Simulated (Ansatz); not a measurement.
## LAPW volumes and bulk moduli in simple lattices

All-electron LAPW (Ansatz 0.2.0), scalar-relativistic, no spin, Fermi–Dirac smearing 0.136 eV, k-meshes of 8 to 18 points an axis; Birch–Murnaghan fits to pressures. Some or most of these lattices are hypothetical for the element, and V0 is the minimum nearest the starting volume; lattices without a usable fit are left out; mesh and smearing are coarse, and magnetic elements are treated as non-magnetic.

```csv
element,lattice,functional,V0 (Å³/atom),B0 (GPa),B′,k-points per axis
Tc,bcc,PBEsol,14.20,317,4.5,15
Tc,diamond,LDA,20.17,173,4.3,8
Tc,diamond,PBE,21.27,150,4.4,8
Tc,diamond,PBEsol,20.55,165,4.3,8
Tc,fcc,LDA,13.85,339,4.5,15
Tc,fcc,PBE,14.52,295,4.5,15
Tc,fcc,PBEsol,14.08,323,4.5,15
Tc,sc,LDA,15.42,257,4.4,13
Tc,sc,PBE,16.26,221,4.5,13
Tc,sc,PBEsol,15.71,244,4.5,13
```

Question: Give V0 and B0 for bcc Tc in LDA.

Answer: 13.97 Å³/atom and 331.8 GPa.

Question: Give V0 and B0 for bcc Tc in PBE.

Answer: 14.65 Å³/atom and 289.0 GPa.
